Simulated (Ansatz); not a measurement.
SnTe: moving Te off its site

SnTe, Fm-3m, a = 6.313 Å (as given, not relaxed at this level: 2.0 GPa). Ansatz: PBE, PAW, 420 eV, Γ-centred 10×10×10 mesh on 2 atoms, Gaussian smearing 0.03 eV; no spin polarisation.

```yaml
crystal:
  lattice:
    - [0.00000, 3.15650, 3.15650]
    - [3.15650, 0.00000, 3.15650]
    - [3.15650, 3.15650, 0.00000]
  atoms:
    - { symbol: Sn, position: [0.00000, 0.00000, 0.00000] }
    - { symbol: Te, position: [0.50000, 0.50000, 0.50000] }
```

Atom 2 (Te) moves by x along the unit vector (0.707, 0.707, 0.000), with its periodic images; all else is held. y is the free energy of the cell over the start, F the force along the path summed over the moved atoms. Symmetry makes y even in x.

| x (Å) | y (meV) | F (eV/Å) |
| --- | --- | --- |
| -0.1000 | ? | ? |
| -0.0500 | 0.14 | 0.01 |
| 0.0000 | 0.00 | 0.00 |
| 0.0125 | 0.00 | 0.00 |
| 0.0250 | 0.01 | 0.00 |
| 0.0375 | 0.05 | -0.01 |
| 0.0625 | 0.29 | -0.01 |
| 0.0750 | 0.51 | -0.02 |
| 0.0875 | 0.82 | -0.03 |

Problem. Fit y = c2 x² + c4 x⁴ to the energies of the other rows, give the force constant, and predict energy and force of the missing row.

Solution. Least squares on the rows shown. y = 33.81 x² + 9711 x⁴. The force constant is 2 c2 = 0.0676 eV/Å², for the cell as given, at 2.0 GPa (for all images moving together, not for a lone atom). With two atoms in a cubic cell this is the optical mode at Γ without the LO field: ω = 521.5 √(2 c2/μ) = 17 cm⁻¹ for μ = 61.50 u. The quartic term outgrows the quadratic one beyond 0.06 Å, so the well is far from harmonic, and so small a constant hangs strongly on volume, mesh and functional. The force −dy/dx at the missing row is 0.05 eV/Å (computed 0.04). With a term in x⁶ added, the coefficient of x² becomes 13.43, 60 % less, which shows how far this figure hangs on the form. At x = -0.1000 the fit asked for gives 1.31 meV. The run gave 1.23 meV, so the fit is 0.08 meV too high, 6.5 % of the span of the series, against an rms of 0.01 meV on the fitted rows. The row lies outside the fitted range. With a term in x⁶ added, a fit to the same known rows predicts 1.16 meV, which misses by about as much or more on the other side: the known rows don't fix the higher terms.